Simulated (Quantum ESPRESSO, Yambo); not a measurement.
# GaP (F-43m): G0W0 in Yambo against the bands

Aim: move the bands of a G0W0 run on GaP (F-43m) over a wide range.

Program: Yambo 5.3.0. Level of theory: PBE and many-body steps on it, plane waves. Results are calculated unless marked as measured.

### Step 1. Starting point

Symmetry: F-43m, No. 216, cubic system. Conventional cell: a = 5.450 Å, b = 5.450 Å, c = 5.450 Å, α = 90.00°, β = 90.00°, γ = 90.00°. Nearest to Ga lie 4 P at 2.36 Å. Nearest to P lie 4 Ga at 2.36 Å. Farther neighbours are not listed.

Coordinates:

```cif
data_structure
_symmetry_space_group_name_H-M 'F-43m'
_symmetry_Int_Tables_number 216
_cell_length_a 5.4505
_cell_length_b 5.4505
_cell_length_c 5.4505
_cell_angle_alpha 90.000
_cell_angle_beta 90.000
_cell_angle_gamma 90.000
_cell_volume 161.92
loop_
_atom_site_label
_atom_site_type_symbol
_atom_site_symmetry_multiplicity
_atom_site_Wyckoff_symbol
_atom_site_fract_x
_atom_site_fract_y
_atom_site_fract_z
_atom_site_occupancy
Ga1 Ga 4 a 0.00000 0.00000 0.00000 1
P1 P 4 d 0.25000 0.25000 0.75000 1
```

The cell and positions come from the Crystallography Open Database and are kept as given unless a step says otherwise.

### Step 2. 40 bands

This step: Yambo 5.3.0; G0W0 on PBE, plane waves, norm-conserving pseudopotentials.

Now the one-shot GW correction: screening in the RPA, then the self-energy of the levels asked for.

Contents of gw1.in:

```
HF_and_locXC
gw0
dyson
ppa
em1d
rim_cut
RandQpts= 1000000
RandGvec= 1 RL
EXXRLvcs= 104 Ry
VXCRLvcs= 416 Ry
Chimod= "HARTREE"
% BndsRnXp
 1 | 40 |
%
NGsBlkXp= 15.5 Ry
% LongDrXp
 1 | 1 | 1 |
%
% GbndRnge
 1 | 40 |
%
DysSolver= "n"
ExtendOut
PPAPntXp= 27.21138 eV
% QPkrange
 1 | 1 | 12 | 15 |
 7 | 7 | 12 | 15 |
%
```

The run is started by

```sh
$ OMP_NUM_THREADS=1 mpirun -n 4 yambo -F gw1.in -J gw1 -C gw1 > gw1.log
```

Log:

```text
 Yambo, version 5.3.0

 [02] CORE Variables Setup
 =========================

  [... cell, symmetries and grids as in the set-up ...]

  [02.05] Energies & Occupations
  ==============================

  [X] === General ===
  [X] Electronic Temperature                        :  0.000000  0.000000 [eV K]
  [X] Bosonic    Temperature                        :  0.000000  0.000000 [eV K]
  [X] Finite Temperature mode                       : no
  [X] El. density                                   :  0.64228E+24 [cm-3]
  [X] Fermi Level                                   :  8.204632 [eV]

  [X] === Gaps and Widths ===
  [X] Conduction Band Min                           :  1.653057 [eV]
  [X] Valence Band Max                              :  0.000000 [eV]
  [X] Filled Bands                                  :  13
  [X] Empty Bands                                   :    14   490
  [X] Direct Gap                                    :  1.817542 [eV]
  [X] Direct Gap localized at k                     :  1
  [X] Indirect Gap                                  :  1.653057 [eV]
  [X] Indirect Gap between kpts                     :   1   7
  [X] Last valence band width                       :  3.419264 [eV]
  [X] 1st conduction band width                     :  3.048655 [eV]

 [03] Transferred momenta grid and indexing
 ==========================================

 IBZ Q-points                                      :   8
 BZ  Q-points                                      :   64

 K/Q-points units:
 rlu = crystal or reduced units; cc = cartesian coordinates; iku = interal k-units

 Q [1]          [rlu]:  0.000000  0.000000  0.000000
 Q [2]          [rlu]: -0.25926E-17 -0.25926E-17  0.25000
 Q [3]          [rlu]:  0.51853E-17  0.51853E-17 -0.50000
 Q [4]          [rlu]:  0.17252E-17  0.25000      0.25000
 Q [5]          [rlu]:  0.64517E-16  0.25000      0.50000
 Q [6]          [rlu]:  0.51853E-17  0.25000     -0.25000
 Q [7]          [rlu]: -0.34504E-17 -0.50000     -0.50000
 Q [8]          [rlu]:  0.250000 -0.500000 -0.250000

 [04] Coloumb potential Random Integration (RIM)
 ===============================================

  [04.01] RIM initialization
  ==========================

  * Diagonal components only detected *

  8 x (sBL volume)        :  0.113502 [a.u.]
  sBZ random points       :  1000000
  Points outside the sBZ  :   7987327
  RL volume               :  0.908017 [a.u.]
  Integrated volume       :  0.909458 [a.u.]

  [04.02] RIM integrals
  =====================

  Gamma point sphere radius             :  0.087825 [a.u.]
  Points outside the sphere             :   799513
  [Int_sBZ(q=0) 1/q^2]*(Vol_sBZ)^(-1/3) =:  7.764325
                                 should be <:  7.795600

  Summary of Coulomb integrals for non-metallic bands |Q|[au] RIM/Bare

  Q [1] 0.100000E-4 0.995988 * Q [2] 0.264147 1.066458
  Q [4] 0.305010 1.065091 * Q [6] 0.431350 1.027253
  Q [5] 0.505803 1.020682 * Q [3] 0.528294 1.017918
  Q [7] 0.610021 1.014689 * Q [8] 0.682024 1.011759

 [WARNING] [Xp] User bands 1-40 break level degeneracy

 [05] Dipoles
 ============

  [05.01] Setup: observables and procedures
  =========================================

 [06] Dynamic Dielectric Matrix (PPA)
 ====================================

 [WR./gw1//ndb.pp]---------------------------------------------------------------
  Brillouin Zone Q/K grids (IBZ/BZ)                :    8   64    8   64
  RL vectors                                       :   5961 [WF]
  Coulomb cutoff potential                         : none
  Electronic Temperature                           :  0.000000 [K]
  Bosonic    Temperature                           :  0.000000 [K]
  PPA    diel. fun.  energies                      : Perdew, Burke & Ernzerhof(X)+Perdew, Burke & Ernzerhof(C)
  wavefunctions                                    : Perdew, Burke & Ernzerhof(X)+Perdew, Burke & Ernzerhof(C)
  Global Gauge                                     : length
  X matrix size                                    :  307
  X band range                                     :    1   40
  X e/h energy range                               : -1.000000 -1.000000 [eV]
  X Time ordering                                  : R
  X Hxc Kernel                                     : HARTREE
  X Drude frequency                                :  0.000000  0.000000
  X poles                                          :  100.0000 [o/o]
  RL vectors in the sum                            :   5961
  [r,Vnl] included                                 : yes
  Field direction                                  :  0.577350E-5  0.577350E-5  0.577350E-5
  BZ energy Double Grid                            : no
  BZ energy DbGd points                            : 0
  BZ Q point size factor                           : -1.000000
  X Optical Averaged directions                    : none

 [07] Local Exchange-Correlation + Non-Local Fock
 ================================================

 [VXC] Plane waves :   39189
 [EXS] Plane waves :   4957

 QP @ state[ 1 ] K range:  1  1
 QP @ state[ 1 ] b range:  12  15
 QP @ state[ 2 ] K range:   7   7
 QP @ state[ 2 ] b range:  12  15

 [xc] Functional : Perdew, Burke & Ernzerhof(X)+Perdew, Burke & Ernzerhof(C)
 [xc] LIBXC used to calculate xc functional
  PP Number of Atomic Species                      :  2
  NLCC RL compoments                               :   39189
  PP Number of Atomic Species                      :  2
  NLCC RL compoments                               :   39189

 [xc] E_xc :  -23.20667 [Ha]
      E_xc :  -46.41333 [Ry]

  Local XC kind (lXC) : Perdew, Burke & Ernzerhof(X)+Perdew, Burke & Ernzerhof(C)
  Non-Local XC kind (nlXC) : Hartree-Fock

  Corrections @ K [1] :  [eV]
 <12|nlXC|12> = -15.17877 -0.47355E-17 <12|lXC|12> = -13.29395 -0.18883E-15
 <13|nlXC|13> = -15.17881 -0.12025E-16 <13|lXC|13> = -13.29395 -0.18881E-15
 <14|nlXC|14> = -8.162741 -0.29493E-17 <14|lXC|14> = -12.70029 -0.94360E-16
 <15|nlXC|15> = -6.788185 -0.40420E-17 <15|lXC|15> = -11.36385 -0.18882E-15

  Corrections @ K [7] :  [eV]
 <12|nlXC|12> = -14.67531 -0.56460E-17 <12|lXC|12> = -11.79687  0.47207E-16
 <13|nlXC|13> = -14.67527 -0.14658E-16 <13|lXC|13> = -11.79687 -0.35393E-16
 <14|nlXC|14> = -5.997074  0.61789E-18 <14|lXC|14> = -9.779896  0.41243E-16
 <15|nlXC|15> = -6.981560 -0.14427E-18 <15|lXC|15> = -10.95918  0.17687E-16

 [08] Dyson equation: Newton solver
 ==================================

  [08.01] G0W0 (W PPA)
  ====================

  [  GW  ] Bands range     :    1   40
  [GW/PPA] G damping       :  0.100000 [eV]

  QP @ state[ 1 ] K range:  1  1
  QP @ state[ 1 ] b range:  12  15
  QP @ state[ 2 ] K range:   7   7
  QP @ state[ 2 ] b range:  12  15

   Sc/G bands                                       :    1   40
   Sc/G damping                                     :  0.100000 ev
   Sc bands terminator                              : no
   Sx RL components                                 :   4957

   QP @ state[ 1 ] K range                          :  1  1
   QP @ state[ 1 ] b range                          :  12  15
   QP @ state[ 2 ] K range                          :   7   7
   QP @ state[ 2 ] b range                          :  12  15
   GF energies kind                                 : Perdew, Burke & Ernzerhof(X)+Perdew, Burke & Ernzerhof(C)
   GF WF`s kind                                     : Perdew, Burke & Ernzerhof(X)+Perdew, Burke & Ernzerhof(C)
   Xs energies kind                                 : Perdew, Burke & Ernzerhof(X)+Perdew, Burke & Ernzerhof(C)
   Xs WF`s kind                                     : Perdew, Burke & Ernzerhof(X)+Perdew, Burke & Ernzerhof(C)

 [11] Game Over & Game summary
```

Wall time 44 s (4 MPI ranks of Arm Neoverse V1, shared host); peak memory 1.6 GiB.

This step gave:

| Property | Result |
| --- | --- |
| G0W0 gap on the points computed | 2.140 eV |
| starting gap on the mesh | 1.653 eV |
| k of the valence top | 0, 0, 0 |
| k of the conduction bottom | 0, -0.5, -0.5 |
| least direct G0W0 gap on the computed points | 2.745 eV |
| Z at the valence top | 0.7841 |
| Z at the conduction bottom | 0.8088 |

The gap on the mesh goes from 1.65 eV to 2.14 eV, a correction of +0.49 eV.

### Step 3. 72 bands

gw2.in, as its differences from gw1.in of step 2:

```diff
@@ -12,3 +12,3 @@
 % BndsRnXp
- 1 | 40 |
+ 1 | 72 |
 %
@@ -19,3 +19,3 @@
 % GbndRnge
- 1 | 40 |
+ 1 | 72 |
 %
```

The run is started by

```sh
$ OMP_NUM_THREADS=1 mpirun -n 4 yambo -F gw2.in -J gw2 -C gw2 > gw2.log
```

Log:

```text
 Yambo, version 5.3.0

 [02] CORE Variables Setup
 =========================

  [... cell, symmetries and grids as in the set-up ...]

  [02.05] Energies & Occupations
  ==============================

  [X] === General ===
  [X] Electronic Temperature                        :  0.000000  0.000000 [eV K]
  [X] Bosonic    Temperature                        :  0.000000  0.000000 [eV K]
  [X] Finite Temperature mode                       : no
  [X] El. density                                   :  0.64228E+24 [cm-3]
  [X] Fermi Level                                   :  8.204632 [eV]

  [X] === Gaps and Widths ===
  [X] Conduction Band Min                           :  1.653057 [eV]
  [X] Valence Band Max                              :  0.000000 [eV]
  [X] Filled Bands                                  :  13
  [X] Empty Bands                                   :    14   490
  [X] Direct Gap                                    :  1.817542 [eV]
  [X] Direct Gap localized at k                     :  1
  [X] Indirect Gap                                  :  1.653057 [eV]
  [X] Indirect Gap between kpts                     :   1   7
  [X] Last valence band width                       :  3.419264 [eV]
  [X] 1st conduction band width                     :  3.048655 [eV]

 [03] Transferred momenta grid and indexing
 ==========================================

 IBZ Q-points                                      :   8
 BZ  Q-points                                      :   64

 K/Q-points units:
 rlu = crystal or reduced units; cc = cartesian coordinates; iku = interal k-units

 Q [1]          [rlu]:  0.000000  0.000000  0.000000
 Q [2]          [rlu]: -0.25926E-17 -0.25926E-17  0.25000
 Q [3]          [rlu]:  0.51853E-17  0.51853E-17 -0.50000
[...]
NLCC RL compoments                               :   39189
  PP Number of Atomic Species                      :  2
  NLCC RL compoments                               :   39189

 [xc] E_xc :  -23.20667 [Ha]
      E_xc :  -46.41333 [Ry]

  Local XC kind (lXC) : Perdew, Burke & Ernzerhof(X)+Perdew, Burke & Ernzerhof(C)
  Non-Local XC kind (nlXC) : Hartree-Fock

  Corrections @ K [1] :  [eV]
 <12|nlXC|12> = -15.17877 -0.47355E-17 <12|lXC|12> = -13.29395 -0.18883E-15
 <13|nlXC|13> = -15.17881 -0.12025E-16 <13|lXC|13> = -13.29395 -0.18881E-15
 <14|nlXC|14> = -8.162741 -0.29493E-17 <14|lXC|14> = -12.70029 -0.94360E-16
[...]
Corrections @ K [7] :  [eV]
[...]
<14|nlXC|14> = -5.997074  0.61789E-18 <14|lXC|14> = -9.779896  0.41243E-16
 <15|nlXC|15> = -6.981560 -0.14427E-18 <15|lXC|15> = -10.95918  0.17687E-16

 [08] Dyson equation: Newton solver
 ==================================

  [08.01] G0W0 (W PPA)
  ====================

  [  GW  ] Bands range     :    1   72
  [GW/PPA] G damping       :  0.100000 [eV]

  QP @ state[ 1 ] K range:  1  1
  QP @ state[ 1 ] b range:  12  15
  QP @ state[ 2 ] K range:   7   7
  QP @ state[ 2 ] b range:  12  15

   Sc/G bands                                       :    1   72
   Sc/G damping                                     :  0.100000 ev
   Sc bands terminator                              : no
   Sx RL components                                 :   4957

   QP @ state[ 1 ] K range                          :  1  1
   QP @ state[ 1 ] b range                          :  12  15
   QP @ state[ 2 ] K range                          :   7   7
   QP @ state[ 2 ] b range                          :  12  15
   GF energies kind                                 : Perdew, Burke & Ernzerhof(X)+Perdew, Burke & Ernzerhof(C)
   GF WF`s kind                                     : Perdew, Burke & Ernzerhof(X)+Perdew, Burke & Ernzerhof(C)
   Xs energies kind                                 : Perdew, Burke & Ernzerhof(X)+Perdew, Burke & Ernzerhof(C)
   Xs WF`s kind                                     : Perdew, Burke & Ernzerhof(X)+Perdew, Burke & Ernzerhof(C)

 [11] Game Over & Game summary
```

Wall time 76 s (4 MPI ranks); peak memory 1.7 GiB; 5 min of CPU time.

Numbers from this step:

| Quantity | Value |
| --- | --- |
| G0W0 gap on the points computed | 2.211 eV |
| starting gap on the mesh | 1.653 eV |
| k of the valence top | 0, 0, 0 |
| k of the conduction bottom | 0, -0.5, -0.5 |
| least direct G0W0 gap on the computed points | 2.702 eV |
| Z at the valence top | 0.7839 |
| Z at the conduction bottom | 0.8086 |

Against the run before, the gap moves by +0.071 eV.

### Step 4. 133 bands

gw3.in, as its differences from gw2.in of step 3:

```diff
@@ -12,3 +12,3 @@
 % BndsRnXp
- 1 | 72 |
+ 1 | 133 |
 %
@@ -19,3 +19,3 @@
 % GbndRnge
- 1 | 72 |
+ 1 | 133 |
 %
```

The run is started by

```sh
$ OMP_NUM_THREADS=1 mpirun -n 4 yambo -F gw3.in -J gw3 -C gw3 > gw3.log
```

Log:

```text
 Yambo, version 5.3.0

 [02] CORE Variables Setup
 =========================

  [... cell, symmetries and grids as in the set-up ...]

  [02.05] Energies & Occupations
  ==============================

  [X] === General ===
  [X] Electronic Temperature                        :  0.000000  0.000000 [eV K]
  [X] Bosonic    Temperature                        :  0.000000  0.000000 [eV K]
  [X] Finite Temperature mode                       : no
  [X] El. density                                   :  0.64228E+24 [cm-3]
[...]
QP @ state[ 1 ] b range                          :  12  15
   QP @ state[ 2 ] K range                          :   7   7
   QP @ state[ 2 ] b range                          :  12  15
   GF energies kind                                 : Perdew, Burke & Ernzerhof(X)+Perdew, Burke & Ernzerhof(C)
   GF WF`s kind                                     : Perdew, Burke & Ernzerhof(X)+Perdew, Burke & Ernzerhof(C)
   Xs energies kind                                 : Perdew, Burke & Ernzerhof(X)+Perdew, Burke & Ernzerhof(C)
   Xs WF`s kind                                     : Perdew, Burke & Ernzerhof(X)+Perdew, Burke & Ernzerhof(C)

 [11] Game Over & Game summary
```

Run time: 2.3 min. Hardware: 4 MPI ranks; peak memory 1.7 GiB; 9 min of CPU time.

Numbers from this step:

* G0W0 gap on the points computed: 2.280 eV
* starting gap on the mesh: 1.653 eV
* k of the valence top: 0, 0, 0
* k of the conduction bottom: 0, -0.5, -0.5
* least direct G0W0 gap on the computed points: 2.693 eV

Against the run before, the gap moves by +0.069 eV.

(Continued in part 2 of 2.)

[Paths, hosts, dates, memory and timing lines, banners, echoed tables and standing remarks are left out of the program output.]

[Logs are printed without paths, hosts, clocks, repeated set-up lines and the standing remarks that a program may print on its own settings, such as how far it seeks lower states.]

[Runs of the session that timed out or met a known fault of the program may be left out.]

[Hosts, paths, dates, database ids (printed as entryN), source tags and the programs' standing remarks are cut or masked in the printed files.]
